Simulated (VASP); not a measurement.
AgCl in VASP 6.6.1, single-point calculation

INCAR

```
LREAL = .FALSE.
LCHARG = .FALSE.
NELM = 120
ISIF = 2
PREC = Accurate
ISYM = -1
EDIFF = 1E-7
LASPH = .TRUE.
LWAVE = .FALSE.
SIGMA = 0.3
NBANDS = 16
NSW = 0
IBRION = -1
ENCUT = 520
GGA = PE
ISMEAR = -5
```

KPOINTS

```
KPOINTS created by Atomic Simulation Environment
0
Gamma
4 4 4
0 0 0
```

POSCAR

```
Ag Cl
 1.0000000000000000
     0.0000000000000000    2.8056186827000000    2.8056186827000000
     2.8056186827000000    0.0000000000000000    2.8056186827000000
     2.8056186827000000    2.8056186827000000    0.0000000000000000
 Ag  Cl
   1   1
Cartesian
  0.0000000000000000  0.0000000000000000  0.0000000000000000
  2.8056186827000000  2.8056186827000000  2.8056186827000000
```

The recommended PBE PAW datasets give the neutral cell 18 valence electrons.

Command

```
mpirun -np 1 vasp_std
```

OSZICAR

```
N       E                     dE             d eps       ncg     rms          rms(c)
DAV:   1     0.101305414934E+03    0.10131E+03   -0.86569E+03  2072   0.101E+03
DAV:   2    -0.172329814405E+01   -0.10303E+03   -0.95635E+02  2584   0.222E+02
DAV:   3    -0.555733675540E+01   -0.38340E+01   -0.38253E+01  2592   0.451E+01
DAV:   4    -0.558380035192E+01   -0.26464E-01   -0.26461E-01  2616   0.406E+00
DAV:   5    -0.558416572061E+01   -0.36537E-03   -0.36537E-03  2552   0.466E-01    0.552E+00
DAV:   6    -0.539525627266E+01    0.18891E+00   -0.26091E-01  2576   0.633E+00    0.364E+00
DAV:   7    -0.539080238664E+01    0.44539E-02   -0.95855E-02  2336   0.205E+00    0.187E+00
DAV:   8    -0.539016359812E+01    0.63879E-03   -0.51346E-03  2392   0.722E-01    0.312E-01
DAV:   9    -0.539024066154E+01   -0.77063E-04   -0.54226E-04  2480   0.298E-01    0.428E-02
DAV:  10    -0.539031691754E+01   -0.76256E-04   -0.11901E-04  2336   0.949E-02    0.312E-02
DAV:  11    -0.539032211993E+01   -0.52024E-05   -0.59608E-06  2464   0.171E-02    0.359E-03
DAV:  12    -0.539032212761E+01   -0.76773E-08   -0.34567E-07  2424   0.466E-03
   1 F= -.53903221E+01 E0= -.53903221E+01  d E =0.000000E+00
```

From OUTCAR

```
k-points           NKPTS =     64   k-points in BZ     NKDIM =     64   number of bands    NBANDS=     16

   NELECT =      18.0000    total number of electrons

   dimension x,y,z NGX =    30 NGY =   30 NGZ =   30
   dimension x,y,z NGXF=    60 NGYF=   60 NGZF=   60

  energy-cutoff  :      520.00
  volume of cell :       44.17
      direct lattice vectors                 reciprocal lattice vectors
     0.000000000  2.805618683  2.805618683    -0.178213812  0.178213812  0.178213812
     2.805618683  0.000000000  2.805618683     0.178213812 -0.178213812  0.178213812
     2.805618683  2.805618683  0.000000000     0.178213812  0.178213812 -0.178213812

 k-points in reciprocal lattice and weights: KPOINTS created by Atomic Simulation Env
   0.00000000  0.00000000  0.00000000       0.016
   0.25000000  0.00000000  0.00000000       0.016
   0.50000000  0.00000000  0.00000000       0.016
  -0.25000000  0.00000000  0.00000000       0.016
   0.00000000  0.25000000  0.00000000       0.016
   0.25000000  0.25000000  0.00000000       0.016
   0.50000000  0.25000000  0.00000000       0.016
  -0.25000000  0.25000000  0.00000000       0.016
   ...

 E-fermi :   3.4119

 k-point     1 :       0.0000    0.0000    0.0000
  band No.  band energies     occupation
      1     -11.5244      2.00000
      2       1.0798      2.00000
      3       1.0798      2.00000
      4       1.0798      2.00000
      5       1.1196      2.00000
      6       1.1196      2.00000
      7       1.2136      2.00000
      8       1.2136      2.00000
      9       1.2136      2.00000
     10       4.3061      0.00000
     11      14.2557      0.00000
     12      14.2557      0.00000
     13      14.2557      0.00000
     14      15.8202      0.00000
     15      16.4941      0.00000
     16      16.4941      0.00000

 k-point     2 :       0.2500    0.0000    0.0000
  band No.  band energies     occupation
      1     -11.3336      2.00000
      2      -0.5579      2.00000
      3      -0.0742      2.00000
      4      -0.0742      2.00000
      5       1.2449      2.00000
      6       1.2449      2.00000
      7       1.4898      2.00000
      8       2.6405      2.00000
      9       2.6405      2.00000
     10       6.2900      0.00000
     11      11.2084      0.00000
     12      12.5917      0.00000
     13      12.5917      0.00000
     14      15.6523      0.00000
     15      15.6523      0.00000
     16      15.8785      0.00000

 k-point     3 :       0.5000    0.0000    0.0000
  band No.  band energies     occupation
      1     -11.1270      2.00000
      2      -1.5641      2.00000
      3      -0.5420      2.00000
      4      -0.5420      2.00000
      5       1.4150      2.00000
      6       1.4150      2.00000
      7       1.7125      2.00000
      8       3.3894      2.00000
      9       3.3894      2.00000
     10       7.7229      0.00000
     11       9.7346      0.00000
     12      11.1202      0.00000
     13      11.1202      0.00000
     14      16.8426      0.00000
     15      17.1277      0.00000
     16      17.1277      0.00000

 ...

  Total        0.0029774      0.0029821      0.0029860      0.0000031      0.0000029      0.0000036
  in kB        0.1080023      0.1081707      0.1083151      0.0001139      0.0001054      0.0001289
  external PRESSURE =       0.1081627 kB  Pullay stress =       0.0000000 kB

 POSITION                                       TOTAL-FORCE (eV/Angst)
 -----------------------------------------------------------------------------------
      0.00000      0.00000      0.00000         0.000000      0.000000     -0.000000
      2.80562      2.80562      2.80562        -0.000000     -0.000000      0.000000
 -----------------------------------------------------------------------------------
    total drift:                               -0.000000     -0.000000      0.000000

  FREE ENERGIE OF THE ION-ELECTRON SYSTEM (eV)
  ---------------------------------------------------
  free  energy   TOTEN  =        -5.3903221276 eV

  energy  without entropy=       -5.3903221276  energy(sigma->0) =       -5.39032213
```

It converged. Results: gap between bands v and c on the k mesh 0.92 eV; least direct gap on the k mesh 3.09 eV; pressure 0.0 GPa. Band v is the last that the valence electrons fill when counted band by band, and c is the next.

These settings aren't sound, so the numbers aren't properties of the crystal.

On sound settings PBE gives a gap of 0.92 eV on its mesh and a pressure of -0.1 GPa for the intended cell.

The run took about 36 s on one core of a shared host (Intel Xeon Platinum 8488C) and held 0.2 GiB at most.
